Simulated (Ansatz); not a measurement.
Start of a relaxation, clean slab, lower planes held (P, Cmce (No. 64), (0 1 0) face):

```
CELL_PARAMETERS angstrom
6.64505 0.00000 0.00000
0.00000 8.33372 0.00000
0.00000 0.00000 18.16836
ATOMIC_POSITIONS crystal
P 0.25000 0.46405 0.44033
P 0.25000 0.96405 0.44033
P 0.75000 0.46405 0.44033
P 0.75000 0.96405 0.44033
P 0.50000 0.28595 0.44033
P 0.50000 0.78595 0.44033
P 0.00000 0.28595 0.44033
P 0.00000 0.78595 0.44033
P 0.75000 0.03595 0.55967
P 0.75000 0.53595 0.55967
P 0.25000 0.03595 0.55967
P 0.25000 0.53595 0.55967
P 0.50000 0.21405 0.55967
P 0.50000 0.71405 0.55967
P 0.00000 0.21405 0.55967
P 0.00000 0.71405 0.55967
```

Computed with Ansatz, DFT PBE+D3(BJ), scalar-relativistic, plane waves, PAW. Settings: cutoff 420 eV, Γ-centred mesh 3×3×1 on the computed 16-atom cell, Gaussian smearing of 0.10 eV; no spin polarisation. A dipole correction removes the field between periodic images along c.

Atoms 1, 2, 3, 4, 5, 6, 7, 8 (counted from 1) are held. The cell is fixed. Force threshold 0.03 eV/Å.

Problem. Where does it end?

Solution. The energy falls by 0.011 eV in 3 steps, to:

```
P
1.0
     6.64505    0.00000    0.00000
     0.00000    8.33372    0.00000
     0.00000    0.00000   18.16836
P
16
Direct
  0.25000 0.46405 0.44033
  0.25000 0.96405 0.44033
  0.75000 0.46405 0.44033
  0.75000 0.96405 0.44033
  0.50000 0.28595 0.44033
  0.50000 0.78595 0.44033
  0.00000 0.28595 0.44033
  0.00000 0.78595 0.44033
  0.75000 0.03641 0.55870
  0.75000 0.53641 0.55870
  0.25000 0.03641 0.55870
  0.25000 0.53641 0.55870
  0.50000 0.21359 0.55870
  0.50000 0.71359 0.55870
  0.00000 0.21359 0.55870
  0.00000 0.71359 0.55870
```